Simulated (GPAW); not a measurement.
# Sc (Fm-3m) in GPAW: equation of state

How stiff is Sc in PBE, and what volume does it want? The cell is scaled to several volumes.

Program: GPAW 26.7.0. These are calculated values, not measurements. Logs are shortened: lines on timing, memory, paths and dates and some standing lists are left out, and cuts for length are marked. The log counts tension as positive stress, the text compression.

## (1) The crystal as given

The structure is cubic, space group Fm-3m (No. 225). The conventional cell has a = 4.520 Å, b = 4.520 Å, c = 4.520 Å, α = 90.00°, β = 90.00°, γ = 90.00°. Around Sc (site symmetry m-3m) lie 12 Sc at 3.20 Å.

This isn't the form of Sc at room conditions, which is hcp.

## (2) Equation of state, PBE

run.py reads:

```python
from ase.eos import EquationOfState
from ase.io import Trajectory, read
from ase.units import GPa
from gpaw import GPAW, PW

atoms = read('POSCAR')

traj = Trajectory('eos.traj', 'w')
volumes, energies = [], []
for x in [0.94, 0.96, 0.98, 1.0, 1.02, 1.04, 1.06]:
    a = atoms.copy()
    a.set_cell(atoms.cell * x**(1 / 3), scale_atoms=True)
    calc = GPAW(mode=PW(600),
                xc='PBE',
                kpts={'size': (10, 10, 10), 'gamma': True},
                occupations={'name': 'fermi-dirac', 'width': 0.05},
                nbands=14,
                convergence={'density': 1e-05, 'energy': 1e-05},
                maxiter=150,
                txt=f'eos-{x:.2f}.txt')
    a.calc = calc
    energies.append(a.get_potential_energy(force_consistent=True))
    volumes.append(a.get_volume())
    p = -a.get_stress()[:3].mean() / GPa
    calc.write(f'eos-{x:.2f}.gpw')
    traj.write(a)
    print(f'{x:.2f} {volumes[-1]:10.4f} A^3 {energies[-1]:14.6f} eV {p:9.3f} GPa', flush=True)

v0, e0, B = EquationOfState(volumes, energies, eos='birchmurnaghan').fit()
print(f'V0 = {v0:.4f} A^3, E0 = {e0:.6f} eV, B0 = {B / GPa:.2f} GPa')
```

POSCAR reads:

```
Sc
1.0
    0.0000000000      2.2600000000      2.2600000000
    2.2600000000      0.0000000000      2.2600000000
    2.2600000000      2.2600000000      0.0000000000
Sc
1
Direct
    0.0000000000      0.0000000000      0.0000000000
```

Potentials or basis: GPAW PAW data sets (gpaw-data 1.2.1), pw.

On the command line:

```
OMP_NUM_THREADS=1 python run.py
```

The program printed:

```text
__  _  _
 | _ |_)|_||  |
 |__||  | ||/\| - 26.7.0

Input parameters:
  mode=PW(ecut=600.0),
  convergence={'density': 1e-05, 'energy': 1e-05},
  kpts=MonkhorstPack(size=(10, 10, 10), gamma=True),
  maxiter=150,
  nbands=14,
  occupations=Occupations(name='fermi-dirac', width=0.05),
  xc=XC(name='PBE')

Diagonalizing LCAO Hamiltonian
Converting LCAO to pw mode

       Sc

Atoms  # Å, Bohr magnetons
|   | symbol |        x |        y |        z |    initial magnetic moments |
|---|--------|----------|----------|----------|-----------------------------|
| 0 |     Sc | 0.000000 | 0.000000 | 0.000000 | ( 0.0000,  0.0000,  0.0000) |

Unit cell  # Å
| periodic |        x |        y |        z |  lengths |    angles |
|----------|----------|----------|----------|----------|-----------|
|      yes | 0.000000 | 2.213865 | 2.213865 | 3.130877 | 60.000000 |
|      yes | 2.213865 | 0.000000 | 2.213865 | 3.130877 | 60.000000 |
|      yes | 2.213865 | 2.213865 | 0.000000 | 3.130877 | 60.000000 |

Number of symmetries: 48
Symmetry operations  # r_c * U_cc + t_c -> r_c
|    | kind |            matrix            |
|----|------|------------------------------|
|  0 |  σ   |  1, 0, 0,  1, 0,-1,  1,-1, 0 |
|  1 |  C2  |  1, 0, 0,  1,-1, 0,  1, 0,-1 |
|  2 |  E   |  1, 0, 0,  0, 1, 0,  0, 0, 1 |
|  3 |  σ   |  1, 0, 0,  0, 0, 1,  0, 1, 0 |
|  4 |  C4  |  1, 0,-1,  1, 0, 0,  1,-1, 0 |
|  5 |  S6  |  1, 0,-1,  1,-1, 0,  1, 0, 0 |
|  6 |  σ   |  1, 0,-1,  0, 1,-1,  0, 0,-1 |
|  7 |  C3  |  1, 0,-1,  0, 0,-1,  0, 1,-1 |
|  8 |  S6  |  1,-1, 0,  1, 0, 0,  1, 0,-1 |
|  9 |  C4  |  1,-1, 0,  1, 0,-1,  1, 0, 0 |
| 10 |  C3  |  1,-1, 0,  0,-1, 1,  0,-1, 0 |
| 11 |  σ   |  1,-1, 0,  0,-1, 0,  0,-1, 1 |
| 12 |  σ   |  0, 1, 0,  1, 0, 0,  0, 0, 1 |
| 13 |  C4  |  0, 1, 0,  0, 1,-1, -1, 1, 0 |
| 14 |  C3  |  0, 1, 0,  0, 0, 1,  1, 0, 0 |
| 15 |  S6  |  0, 1, 0, -1, 1, 0,  0, 1,-1 |
| 16 |  C2  |  0, 1,-1,  1, 0,-1,  0, 0,-1 |
| 17 |  σ   |  0, 1,-1,  0, 1, 0, -1, 1, 0 |
| 18 |  S4  |  0, 1,-1,  0, 0,-1,  1, 0,-1 |
| 19 |  C4  |  0, 1,-1, -1, 1, 0,  0, 1, 0 |
| 20 |  C3  |  0, 0, 1,  1, 0, 0,  0, 1, 0 |
| 21 |  σ   |  0, 0, 1,  0, 1, 0,  1, 0, 0 |
| 22 |  S6  |  0, 0, 1,  0,-1, 1, -1, 0, 1 |
| 23 |  C4  |  0, 0, 1, -1, 0, 1,  0,-1, 1 |
| 24 |  S4  |  0, 0,-1,  1, 0,-1,  0, 1,-1 |
| 25 |  C3  |  0, 0,-1,  0, 1,-1,  1, 0,-1 |
| 26 |  C2  |  0, 0,-1,  0,-1, 0, -1, 0, 0 |
| 27 |  S6  |  0, 0,-1, -1, 0, 0,  0,-1, 0 |
| 28 |  S4  |  0,-1, 1,  1,-1, 0,  0,-1, 0 |
| 29 |  C4  |  0,-1, 1,  0, 0, 1, -1, 0, 1 |
| 30 |  C2  |  0,-1, 1,  0,-1, 0,  1,-1, 0 |
| 31 |  σ   |  0,-1, 1, -1, 0, 1,  0, 0, 1 |
| 32 |  C3  |  0,-1, 0,  1,-1, 0,  0,-1, 1 |
| 33 |  S6  |  0,-1, 0,  0, 0,-1, -1, 0, 0 |
| 34 |  S4  |  0,-1, 0,  0,-1, 1,  1,-1, 0 |
| 35 |  C2  |  0,-1, 0, -1, 0, 0,  0, 0,-1 |
| 36 |  C2  | -1, 1, 0,  0, 1, 0,  0, 1,-1 |
| 37 |  S6  | -1, 1, 0,  0, 1,-1,  0, 1, 0 |
| 38 |  S4  | -1, 1, 0, -1, 0, 1, -1, 0, 0 |
| 39 |  C3  | -1, 1, 0, -1, 0, 0, -1, 0, 1 |
| 40 |  S6  | -1, 0, 1,  0, 0, 1,  0,-1, 1 |
| 41 |  C2  | -1, 0, 1,  0,-1, 1,  0, 0, 1 |
| 42 |  C3  | -1, 0, 1, -1, 1, 0, -1, 0, 0 |
| 43 |  S4  | -1, 0, 1, -1, 0, 0, -1, 1, 0 |
| 44 |  C2  | -1, 0, 0,  0, 0,-1,  0,-1, 0 |
| 45 |  i   | -1, 0, 0,  0,-1, 0,  0, 0,-1 |
| 46 |  σ   | -1, 0, 0, -1, 1, 0, -1, 0, 1 |
| 47 |  C2  | -1, 0, 0, -1, 0, 1, -1, 1, 0 |

BZ-sampling:
  Number of BZ points: 1000
  Number of IBZ points: 47

  Monkhorst-Pack size: [10, 10, 10]
  Monkhorst-Pack shift: [0.05, 0.05, 0.05]

K-points  # in reciprocal-cell coordinates
|     |                                coordinates |     weight |
|-----|--------------------------------------------|------------|
|   0 | (  0.00000000,   0.00000000,   0.00000000) | 0.00100000 |
|   1 | (  0.10000000,   0.10000000,   0.00000000) | 0.00600000 |
|   2 | (  0.10000000,   0.10000000,   0.10000000) | 0.00800000 |
|   3 | (  0.20000000,   0.10000000,   0.10000000) | 0.01200000 |
|   4 | (  0.20000000,   0.20000000,   0.00000000) | 0.00600000 |
|   5 | (  0.20000000,   0.20000000,   0.10000000) | 0.02400000 |
|   6 | (  0.20000000,   0.20000000,   0.20000000) | 0.00800000 |
|   7 | (  0.30000000,   0.20000000,   0.10000000) | 0.02400000 |
|   8 | (  0.30000000,   0.20000000,   0.20000000) | 0.02400000 |
|   9 | (  0.30000000,   0.30000000,   0.00000000) | 0.00600000 |
| ... |                                            |            |
|  46 | (  0.50000000,   0.50000000,   0.50000000) | 0.00400000 |

Plane wave coefficients: 740
Cutoff: 600.0 eV

Spin-components: 1 (collinear spins)
Bands:           14
Projectors:      6
Spin-degeneracy: 2
Datatype:        complex128

Density:
  Valence electrons: 11.0
  Components: 1
  Grid points: [18 18 18]
  Charge: 0.0  # |e|

Potential:
  Grid points: [18 18 18]

species:
  Sc:
    name:    Scandium
    Z:       21.0
    valence: 11
    core:    10
    charge:  0.0  # [|e|]
    compensation charges:
      type: gauss
      rc: 0.39  # [Å]
      lmax: 2
    cutoffs:
      filter: 2.14  # [Å]
      core: 1.08  # [Å]
    projectors
    | kind |    occ | energy [eV] | rcut [Å] |
    |------|--------|-------------|----------|
    |   3s |  2.000 |     -55.031 |    1.228 |
    |   4s |  2.000 |      -4.183 |    1.228 |
    |   3p |  6.000 |     -33.625 |    1.281 |
    |   4p |  0.000 |      -1.467 |    1.281 |
    |   3d |  1.000 |      -3.233 |    1.196 |
    |    d |        |      23.979 |    1.196 |

    Using partial waves for Sc as LCAO basis

Reference energy: -20788.883120  # eV

eigensolver:
  PPCG
  Converge bands: occupied
  niter=2

density mixing:
  MSR1-Mixer
  Pratt-step length: 0.05
  Maximum mixing coefficient: 0.75
  Old densities: 10
  SVD Regularization: 0.005
  Good broyden scale: 1.0
  Trust region scale: 1.0
  Backstep threshold: 4.0
  History deletion threshold: 6.0
  Fourier metric: weight=20.0, sigma=0.015

occupation numbers:
  Fermi-Dirac:
    width: 0.0500  # eV

poisson solver:
  ecut: 4800.0  # eV

xc functional:
[... 9 lines left out ...]
|iter     | |      energy | eigst |  dens |
|---------|-|-------------|-------|-------|
|iter:   1| |   -4.620528 | +0.19 |       |
|iter:   2| |   -4.605713 | -1.87 | -1.45 |
|iter:   3| |   -4.547765 | -1.68 | -1.49 |
|iter:   4| |   -4.550655 | -3.03 | -2.08 |
|iter:   5| |   -4.551683 | -4.05 | -2.37 |
|iter:   6| |   -4.551683 | -5.94 | -3.73 |
|iter:   7| |   -4.551683c| -6.59 | -4.18 |
|iter:   8| |   -4.551683c| -8.25c| -5.45c|

Converged in 8 steps
Energy contributions relative to reference atoms: (reference = -20788.883120)

Energy contributions:
  Kinetic:           2.624728
  Coulomb:          -1.207297
  Zero:              0.151998
  External:          0.000000
  Xc:               -6.113452
  Entropy:          -0.015320
  Spinorbit:         0.000000
  ----------------------------
  Free energy:      -4.559343
  Extrapolated:     -4.551683

dipole moment: (-11.827281, -11.827281, -11.827281)  # |e|*Ang

Fermi level: 6.747
Eigenvalues  # (at kpt = [0.000, 0.000, 0.000])
| band index |      eig [eV] | occ [0-2] |
|------------|---------------|-----------|
|          0 |       -42.362 |     2.000 |
|          1 |       -20.686 |     2.000 |
|          2 |       -20.686 |     2.000 |
|          3 |       -20.686 |     2.000 |
|          4 |         1.346 |     2.000 |
|          5 |         8.518 |     0.000 |
|          6 |         8.518 |     0.000 |
|          7 |         8.518 |     0.000 |
|          8 |        10.143 |     0.000 |
|          9 |        10.143 |     0.000 |
|         10 |        19.814 |     0.000 |
|         11 |        23.728 |     0.000 |
|         12 |        23.728 |     0.000 |
|         13 |        23.728 |     0.000 |

No gap
No difference between direct/indirect transitions

Stress tensor  # eV/Ang^3
|         x |         y |         z |
|-----------|-----------|-----------|
| -0.049933 |  0.000000 | -0.000000 |
|  0.000000 | -0.049933 | -0.000000 |
| -0.000000 | -0.000000 | -0.049933 |

# Writing to eos-0.94.gpw (mode='')
```

Wall time 33 s (1 thread of Intel Xeon 6975P-C (Granite Rapids), shared host); peak memory 0.21 GiB.

Results:

- Equilibrium volume: 24.64 Å³/atom (rough: see the caveat)
- Bulk modulus: 52 GPa (rough)

Energy against volume, from the lowest point:
```csv
volume (Å³/atom),energy (meV/atom)
21.701,67.28
22.163,46.42
22.625,29.82
23.086,17.15
23.548,8.17
24.010,2.53
24.472,0.00
```

Caveat: the minimum lies outside the volumes run.
